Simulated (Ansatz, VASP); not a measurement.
Two plane-wave programs on BaTiO3

```
CELL_PARAMETERS angstrom
2.82767 1.63255 2.29455
-2.82767 1.63255 2.29455
0.00000 -3.26511 2.29455
ATOMIC_POSITIONS crystal
Ba 0.99885 0.99885 0.99885
Ti 0.48800 0.48800 0.48800
O 0.50954 0.50954 0.01538
O 0.01538 0.50954 0.50954
O 0.50954 0.01538 0.50954
```

Change from the starting cell: z stretched by -1 %, ions relaxed.

Alike in both runs: functional PBE; k mesh 8 × 8 × 8; occupations fermi-dirac, width 0.02 eV; no spin polarisation.

Ansatz relaxed the structure, and its values are those at the end. VASP's run is a single point on that final structure, the one shown.

|  | VASP | Ansatz |
| --- | --- | --- |
| version | VASP 6.6.1 | Ansatz 0.2.0 |
| potentials or method | VASP PAW PBE potentials, release 64 (Ba_sv, Ti_sv, O) | plane-wave PAW, scalar-relativistic |
| plane-wave cutoff (eV) | 520 | 420 |
| valence electrons in the cell | 40 | 40 |

Ansatz gave:

* gap on the k mesh at the Fermi level (eV): 2.29
* pressure (GPa): 5.8
* rms of the force components (eV/Å): 0.004

Problem. Estimate VASP's values.

Solution. gap on the k mesh at the Fermi level (eV): 2.24; pressure (GPa): 7.7; rms of the force components (eV/Å): 0.025.

Ansatz warned: «gradients_without_spin_orbit».

Caveats: spin-orbit coupling is left out, which moves the levels of the heavy elements. A k mesh can miss the band edges.
